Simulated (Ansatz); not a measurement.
**AgI: what changed settings do**

All trials start from this Ansatz input:

```yaml
crystal:
  lattice:
    - [0.0, 3.2820957782, 3.2820957782]
    - [3.2820957782, 0.0, 3.2820957782]
    - [3.2820957782, 3.2820957782, 0.0]
  atoms:
    - { symbol: Ag, position: [0.0, 0.0, 0.0] }
    - { symbol: I, position: [0.75, 0.75, 0.75] }
basis:
  ecutwfc: 420
kpoints:
  mp_grid: { grid: [4, 4, 4] }
hamiltonian:
  xc: pbe
scf:
  occupations: { method: gaussian, width: 0.1 }
output:
  forces: true
  stress: true
  eigenvalues: true
```

Command:

```bash
ansatz run input.yaml --threads 1 --pin off --max-ram 1331MiB --backend cpu --events-out ev --progress --plain --runs-dir out
```

The run converges in 6 SCF iterations on 8 irreducible k-points: pressure 0.95 GPa, gap on the sampled k-points 1.34 eV.

The inputs are trials, many of them unsound on purpose. Their numbers show the effect of the settings and aren't properties of the material. Each trial's input is given as a difference from the reference's; energies are extrapolated to zero smearing where there is one, and pressure is positive in compression.

Trial 1:

```diff
 basis:
+  ecutrho_ratio: 1
 hamiltonian:
-  xc: pbe
+  xc: pbesol
 scf:
+  max_iter: 67
```

How does this run end?

The run converges in 6 SCF iterations on 8 irreducible k-points: pressure -0.88 GPa, gap on the sampled k-points 1.21 eV. It warns that the density cutoff lies under the recommended one.